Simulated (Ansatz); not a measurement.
Runs of Ansatz 0.2.0 on TiAl. The structure is cubic, space group Pm-3m (No. 221). Conventional cell: a = 3.179 Å, b = 3.179 Å, c = 3.179 Å, α = 90.00°, β = 90.00°, γ = 90.00°. Ti (site symmetry m-3m) has 8 Al at 2.75 Å as nearest neighbours. Around Al (site symmetry m-3m) lie 8 Ti at 2.75 Å. The cell comes from a database or a generator and needn't be the stable form of this composition.

```tsv
task	level	cell	cutoff (eV)	gap on the mesh (eV)	pressure (GPa)
relaxation of cell and atoms	HF	relaxed	420	none	0.0
single point	HF	as given	420	none	3.1
single point	r2SCAN50	as given	500	none	-3.1
single point	r2SCAN0	as given	500	none	(a)
single point	r2SCANh	as given	500	none	-0.4
```

Alike in all rows: potentials or basis Ansatz PAW; no spin polarisation; k mesh 4 × 4 × 4; smearing fermi-dirac 0.05 eV; the mesh is coarse, so values aren't converged.

Q: Estimate the missing entries.

A: (a) -1.5.

Caveats: all runs use coarse meshes; the PAW data sets come from PBE, with cores solved anew for the run's functional, which leaves a small shift of forces and pressure; the thresholds are loose for stress (some runs); the plane-wave basis is chosen anew once the cell has moved, so the energies of steps on either side of that aren't comparable (some runs).

A gap of «none» marks a metal or a gap under the smearing width.
